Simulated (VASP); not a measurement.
Here is a VASP 6.6.1 calculation.

INCAR

```
PREC = Accurate
ENCUT = 600
EDIFF = 1E-7
ISMEAR = 0
SIGMA = 0.03
LREAL = F
LASPH = T
NELM = 80
ALGO = Normal
ISIF = 3
LWAVE = F
LCHARG = F
GGA = PS
IBRION = 2
NSW = 90
EDIFFG = -0.005
```

Contents of KPOINTS:

```
regular mesh
0
Gamma
  8 8 8
```

Contents of POSCAR:

```
TePb                                    
1.0
    0.0000000000      3.2218515830      3.2218515830
    3.2218515830      0.0000000000      3.2218515830
    3.2218515830      3.2218515830     -0.0000000000
  Te              Pb            
     1     1
Direct
     0.5000000000000000    0.5000000000000000    0.5000000000000000
     0.0000000000000000    0.0000000000000000    0.0000000000000000
```

Potentials or basis: VASP PAW PBE potentials, release 64 (Te, Pb_d).

Command:

```bash
$ cat potpaw_PBE.64/Te/POTCAR potpaw_PBE.64/Pb_d/POTCAR > POTCAR
$ mpirun -np 1 vasp_std > vasp.out
```

(1) Estimate the band gap on the k mesh.

Results:

(1) 0.65 eV, direct.

Caveat: the relaxation stopped at its first step, so nothing moved; spin-orbit coupling is left out, which as a rule narrows the gap of such compounds by several tenths of an eV.
